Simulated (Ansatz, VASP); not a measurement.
**CdTe: VASP beside Ansatz**

Wanted: the spread between two codes on one cell, functional and k mesh.

Method: plane waves, with VASP 6.6.1 beside it; G0W0 gap at PBE, in Ansatz 0.2.0.

## 1. Starting point

Symmetry: F-43m, No. 216, cubic system. The conventional cell has a = 6.480 Å, b = 6.480 Å, c = 6.480 Å, α = 90.00°, β = 90.00°, γ = 90.00°. Nearest to Cd lie 4 Te at 2.81 Å. Te has 4 Cd at 2.81 Å nearest. Farther neighbours and most contacts between anions are not listed.

## 2. VASP: G0W0 gap, PBE

Quasiparticle shifts depend on high empty states and on the cores, so they are the hardest test of two PAW sets.

Lines of VASP's logs that name or quote its potential files are left out, and so is its time.

The run reads the wave functions of an earlier VASP run, which isn't shown here.

File INCAR:

```
SYSTEM = CdTe
PREC = Accurate
ENCUT = 300
ISMEAR = 0
SIGMA = 0.01
LREAL = .FALSE.
GGA = PE
NBANDS = 160
ALGO = EVGW0
NELMGW = 1
ENCUTGW = 100
NOMEGA = 48
PRECFOCK = Fast
NBANDSGW = 24
LWAVE = .TRUE.
LCHARG = .FALSE.
```

File POSCAR:

```
CdTe
1.0
    0.0000000000      3.2400000000      3.2400000000
    3.2400000000      0.0000000000      3.2400000000
    3.2400000000      3.2400000000      0.0000000000
Cd Te
1 1
Direct
    0.0000000000      0.0000000000      0.0000000000
    0.2500000000      0.2500000000      0.2500000000
```

File KPOINTS:

```
Automatic mesh
0
Gamma
6 6 6
0 0 0
```

PAW data sets: Cd_GW and Te_GW (PBE family, release 64).

Command:

```
mpirun -np 8 vasp_std
```

Numbers of over 12 decimals in the logs are rounded to 6 here.

Log:

```text
[banner, memory and clock lines left out]
running    8 mpi-ranks, on    1 nodes
 distrk:  each k-point on    8 cores,    1 groups
 distr:  one band on    1 cores,    8 groups

 POSCAR found type information on POSCAR CdTe
 POSCAR found :  2 types and       2 ions
|                                                                             |
|           W    W    AA    RRRRR   N    N  II  N    N   GGGG   !!!           |
|           W    W   A  A   R    R  NN   N  II  NN   N  G    G  !!!           |
|           W    W  A    A  R    R  N N  N  II  N N  N  G       !!!           |
|           W WW W  AAAAAA  RRRRR   N  N N  II  N  N N  G  GGG   !            |
|           WW  WW  A    A  R   R   N   NN  II  N   NN  G    G                |
|           W    W  A    A  R    R  N    N  II  N    N   GGGG   !!!           |
|                                                                             |
|     For optimal performance we recommend to set                             |
|       NCORE = 2 up to number-of-cores-per-socket                            |
|     NCORE specifies how many cores store one orbital (NPAR=cpu/NCORE).      |
|     This setting can greatly improve the performance of VASP for DFT.       |
|     The default, NCORE=1 might be grossly inefficient on modern             |
|     multi-core architectures or massively parallel machines. Do your        |
|     Unfortunately you need to use the default for GW and RPA                |
|     calculations (for HF NCORE is supported but not extensively tested      |
|     yet).                                                                   |
|                                                                             |

|                                                                             |
|           W    W    AA    RRRRR   N    N  II  N    N   GGGG   !!!           |
|           W    W   A  A   R    R  NN   N  II  NN   N  G    G  !!!           |
|           W    W  A    A  R    R  N N  N  II  N N  N  G       !!!           |
|           W WW W  AAAAAA  RRRRR   N  N N  II  N  N N  G  GGG   !            |
|           WW  WW  A    A  R   R   N   NN  II  N   NN  G    G                |
|           W    W  A    A  R    R  N    N  II  N    N   GGGG   !!!           |
|                                                                             |
|     The default for ENCUTGWSOFT is different in this version of VASP.       |
|     please manually set ENCUTGWSOFT =100 in the INCAR file.                 |
|                                                                             |

 LDA part: xc-table for (Slater+PW92), standard interpolation
 found WAVECAR, reading the header
 POSCAR, INCAR and KPOINTS ok, starting setup
 FFT: planning ... GRIDC
 FFT: planning ... GRID_SOFT
 FFT: planning ... GRID
 reading WAVECAR
 the WAVECAR file was read successfully
 initial charge from wavefunction
 available memory per node:     91.51 GB, setting MAXMEM to     93704

 The Fermi energy was updated, please check that it is located mid-gap
 values below the HOMO (VB) or above the LUMO (CB) will cause erroneous energies
 E-fermi :   3.7050

 calculate exact exchange contribution
 the WAVEDER file was read successfully
energies w=
    0.000    0.000    0.341    0.000    0.680    0.000    1.017    0.000
    1.349    0.000    1.677    0.000    2.000    0.000    2.316    0.000
    2.627    0.000    2.932    0.000    3.231    0.000    3.526    0.000
    3.816    0.000    4.103    0.000    4.387    0.000    4.670    0.000
    4.953    0.000    5.236    0.000    5.522    0.000    5.811    0.000
    6.105    0.000    6.406    0.000    6.715    0.000    7.035    0.000
    7.368    0.000    7.716    0.000    8.083    0.000    8.473    0.000
    8.888    0.000    9.337    0.000    9.823    0.000   10.355    0.000
   10.944    0.000   11.600    0.000   12.342    0.000   13.188    0.000
   14.168    0.000   15.319    0.000   16.694    0.000   18.370    0.000
   20.462    0.000   23.148    0.000   26.722    0.000   31.710    0.000
   39.143    0.000   51.365    0.000   75.101    0.000  140.681    0.000
 responsefunction array rank=     176
 LDA part: xc-table for (Slater+PW92), standard interpolation

 min. memory requirement per mpi rank    264.3 MB, per node   2114.3 MB

 allocating   6 responsefunctions rank=   176
 shmem allocating  48 responsefunctions rank=   176
 response function shared by NCSHMEM nodes    1
 Doing            6  frequencies on each core in blocks of           48
NQ=   1    0.0000    0.0000    0.0000,
|.........|.........|.........|.........|.........|.........|.........|.........
 performed        709000 updates of chi_q(r,r)
 total number of BLAS operations        162.22 Gflops
NQ=   2    0.1667    0.0000    0.0000,
|.........|.........|.........|.........|.........|.........|.........|.........
 performed       1941000 updates of chi_q(r,r)
 total number of BLAS operations        392.98 Gflops
NQ=   3    0.3333    0.0000    0.0000,
|.........|.........|.........|.........|.........|.........|.........|.........
 performed       3173000 updates of chi_q(r,r)
 total number of BLAS operations        623.74 Gflops
NQ=   4    0.5000    0.0000    0.0000,
|.........|.........|.........|.........|.........|.........|.........|.........
 performed       4220000 updates of chi_q(r,r)
 total number of BLAS operations        827.75 Gflops
NQ=   5    0.1667    0.1667    0.0000,
|.........|.........|.........|.........|.........|.........|.........|.........
 performed       5452000 updates of chi_q(r,r)
 total number of BLAS operations       1083.27 Gflops
NQ=   6    0.3333    0.1667    0.0000,
|.........|.........|.........|.........|.........|.........|.........|.........
 performed       7344000 updates of chi_q(r,r)
 total number of BLAS operations       1433.10 Gflops
NQ=   7    0.5000    0.1667    0.0000,
|.........|.........|.........|.........|.........|.........|.........|.........
 performed       9236000 updates of chi_q(r,r)
 total number of BLAS operations       1811.09 Gflops
NQ=   8   -0.3333    0.1667    0.0000,
|.........|.........|.........|.........|.........|.........|.........|.........
 performed      11128000 updates of chi_q(r,r)
 total number of BLAS operations       2184.31 Gflops
NQ=   9   -0.1667    0.1667    0.0000,
|.........|.........|.........|.........|.........|.........|.........|.........
 performed      12774000 updates of chi_q(r,r)
 total number of BLAS operations       2496.78 Gflops
NQ=  10    0.3333    0.3333    0.0000,
|.........|.........|.........|.........|.........|.........|.........|.........
 performed      14006000 updates of chi_q(r,r)
 total number of BLAS operations       2727.54 Gflops
NQ=  11    0.5000    0.3333    0.0000,
|.........|.........|.........|.........|.........|.........|.........|.........
 performed      15898000 updates of chi_q(r,r)
 total number of BLAS operations       3077.37 Gflops
NQ=  12   -0.3333    0.3333    0.0000,
|.........|.........|.........|.........|.........|.........|.........|.........
 performed      17544000 updates of chi_q(r,r)
 total number of BLAS operations       3431.73 Gflops
NQ=  13    0.5000    0.5000    0.0000,
|.........|.........|.........|.........|.........|.........|.........|.........
 performed      18484000 updates of chi_q(r,r)
 total number of BLAS operations       3601.00 Gflops
NQ=  14    0.5000    0.3333    0.1667,
|.........|.........|.........|.........|.........|.........|.........|.........
 performed      20607000 updates of chi_q(r,r)
 total number of BLAS operations       3983.16 Gflops
NQ=  15   -0.3333    0.3333    0.1667,
|.........|.........|.........|.........|.........|.........|.........|.........
 performed      22607000 updates of chi_q(r,r)
 total number of BLAS operations       4372.57 Gflops
NQ=  16   -0.3333    0.5000    0.1667,
|.........|.........|.........|.........|.........|.........|.........|.........
 performed      24261000 updates of chi_q(r,r)
 total number of BLAS operations       4703.02 Gflops
 resolving degeneracies of screened two electron integrals

 calculate QP shifts <psi_nk| G(iteration)W_0 |psi_nk>: iteration 1
 writing wavefunctions
 entering main loop
```

Parts of OUTCAR (step 2):

```text
ion  position               nearest neighbor table
   1  0.000  0.000  0.000-   2 2.81   2 2.81   2 2.81   2 2.81
   2  0.250  0.250  0.250-   1 2.81   1 2.81   1 2.81   1 2.81

  LATTYP: Found a face centered cubic cell.
 ALAT       =     6.4800000000

 Subroutine GETGRP returns: Found 24 space group operations
 (whereof 24 operations were pure point group operations)

The static configuration has the point symmetry T_d .

 Found     16 irreducible k-points:

   k-points           NKPTS =     16   k-points in BZ     NKDIM =    216   number of bands    NBANDS=    160

   dimension x,y,z NGX =    28 NGY =   28 NGZ =   28
   dimension x,y,z NGXF=    56 NGYF=   56 NGZF=   56

   ENCUT  =  300.0 eV  22.05 Ry    4.70 a.u.   6.47  6.47  6.47*2*pi/ulx,y,z

   NELECT =      18.0000    total number of electrons

  energy-cutoff  :      300.00
  volume of cell :       68.02
      direct lattice vectors                 reciprocal lattice vectors
     0.000000000  3.240000000  3.240000000    -0.154320988  0.154320988  0.154320988
     3.240000000  0.000000000  3.240000000     0.154320988 -0.154320988  0.154320988
     3.240000000  3.240000000  0.000000000     0.154320988  0.154320988 -0.154320988

 k-points in reciprocal lattice and weights: Automatic mesh
   0.00000000  0.00000000  0.00000000       0.005
   0.16666667  0.00000000  0.00000000       0.037
   0.33333333  0.00000000  0.00000000       0.037
   0.50000000  0.00000000  0.00000000       0.019
   0.16666667  0.16666667  0.00000000       0.028
   0.33333333  0.16666667  0.00000000       0.111
   0.50000000  0.16666667  0.00000000       0.111
  -0.33333333  0.16666667  0.00000000       0.111
  -0.16666667  0.16666667  0.00000000       0.056
[...]
-0.33333333  0.33333333  0.16666667       0.111
  -0.33333333  0.50000000  0.16666667       0.056

 E-fermi :   3.7050

 QP shifts <psi_nk| G(iteration)W_0 |psi_nk>: iteration 1
 for sc-GW calculations column KS-energies equals QP-energies in previous step
 and V_xc(KS)=  KS-energies - (<T + V_ion + V_H > + <T+V_H+V_ion>^1  + <V_x>^1)
 k-point   1 :       0.0000    0.0000    0.0000
  band No.  KS-energies  QP-energies   sigma(KS)   V_xc(KS)     V^pw_x(r,r')   Z            occupation Imag(sigma)
    ...
      6      -4.6910      -6.4447     -18.0328     -15.4991     -23.1802       0.6922       2.0000       0.2523
      7       3.3240       2.7815     -12.0185     -11.2970     -13.1502       0.7518       2.0000       0.0915
      8       3.3240       2.7815     -12.0185     -11.2970     -13.1502       0.7518       2.0000       0.0915
      9       3.3240       2.7815     -12.0185     -11.2970     -13.1502       0.7518       2.0000       0.0915
     10       4.0859       4.3062      -9.3891      -9.6721      -6.0421       0.7786       0.0000      -0.0201
     11       7.9316       8.0728      -8.7094      -8.8949      -4.7044       0.7609       0.0000      -0.0543
     12       7.9316       8.0728      -8.7094      -8.8949      -4.7044       0.7609       0.0000      -0.0543
     13       7.9316       8.0728      -8.7094      -8.8949      -4.7044       0.7609       0.0000      -0.0543
    ...

 k-point   2 :       0.1667    0.0000    0.0000
  band No.  KS-energies  QP-energies   sigma(KS)   V_xc(KS)     V^pw_x(r,r')   Z            occupation Imag(sigma)
    ...
      6      -4.6919      -6.4429     -18.0292     -15.4969     -23.1787       0.6915       2.0000       0.2526
      7       1.5855       1.0155     -11.3516     -10.5776     -12.6672       0.7364       2.0000       0.1048
      8       3.0957       2.5333     -11.8820     -11.1333     -13.0679       0.7512       2.0000       0.0920
      9       3.0957       2.5333     -11.8820     -11.1333     -13.0679       0.7512       2.0000       0.0920
     10       5.1746       5.3704      -9.6084      -9.8622      -6.2190       0.7713       0.0000      -0.0238
     11       8.0482       8.1499      -8.6376      -8.7713      -4.6352       0.7601       0.0000      -0.0612
     12       8.2705       8.4271      -8.7837      -8.9908      -4.6843       0.7565       0.0000      -0.0603
     13       8.2705       8.4271      -8.7837      -8.9908      -4.6843       0.7565       0.0000      -0.0603
    ...

 k-point   3 :       0.3333    0.0000    0.0000
  band No.  KS-energies  QP-energies   sigma(KS)   V_xc(KS)     V^pw_x(r,r')   Z            occupation Imag(sigma)
    ...
      6      -4.5888      -6.1880     -17.3405     -15.0252     -22.4605       0.6907       2.0000       0.3223
      7      -0.2598      -0.9347     -11.0311     -10.0728     -13.2612       0.7042       2.0000       0.1649
      8       2.7138       2.1229     -11.7010     -10.9090     -13.0048       0.7460       2.0000       0.0941
      9       2.7138       2.1229     -11.7010     -10.9090     -13.0048       0.7460       2.0000       0.0941
     10       5.2452       5.4182      -9.1753      -9.3987      -5.5848       0.7745       0.0000      -0.0299
     11       8.5583       8.6912      -8.6062      -8.7825      -4.4593       0.7536       0.0000      -0.0676
     12       8.5583       8.6912      -8.6062      -8.7825      -4.4593       0.7536       0.0000      -0.0676
     13       9.5785       9.6701      -8.5417      -8.6653      -4.0828       0.7412       0.0000      -0.1205
    ...

 k-point   4 :       0.5000    0.0000    0.0000
  band No.  KS-energies  QP-energies   sigma(KS)   V_xc(KS)     V^pw_x(r,r')   Z            occupation Imag(sigma)
    ...
      6      -4.3386      -5.9082     -17.4399     -15.1807     -22.5184       0.6948       2.0000       0.3195
      7      -1.1047      -1.7881     -10.5776      -9.5896     -13.1647       0.6917       2.0000       0.2194
      8       2.5479       1.9465     -11.6323     -10.8231     -12.9894       0.7433       2.0000       0.0950
      9       2.5479       1.9465     -11.6323     -10.8231     -12.9894       0.7433       2.0000       0.0950
     10       5.1356       5.2920      -9.1258      -9.3275      -5.5523       0.7756       0.0000      -0.0302
     11       8.5246       8.6310      -8.4552      -8.5961      -4.3516       0.7554       0.0000      -0.0671
     12       8.5246       8.6310      -8.4552      -8.5961      -4.3516       0.7554       0.0000      -0.0671
     13      10.3869      10.2712      -7.2775      -7.1219      -2.7150       0.7427       0.0000      -0.1477
    ...

[... 4 further parts left out ...]
```

(Continued in part 2 of 2.)

[Lines on the potential files, build, host, timing and source positions are cut from VASP's logs without a mark.]

[Logs are printed without paths, hosts, clocks, repeated set-up lines and the standing remarks that a program may print on its own settings, such as how far it seeks lower states.]

[Hosts, paths, dates, database ids (printed as entryN), source tags and the programs' standing remarks are cut or masked in the printed files.]
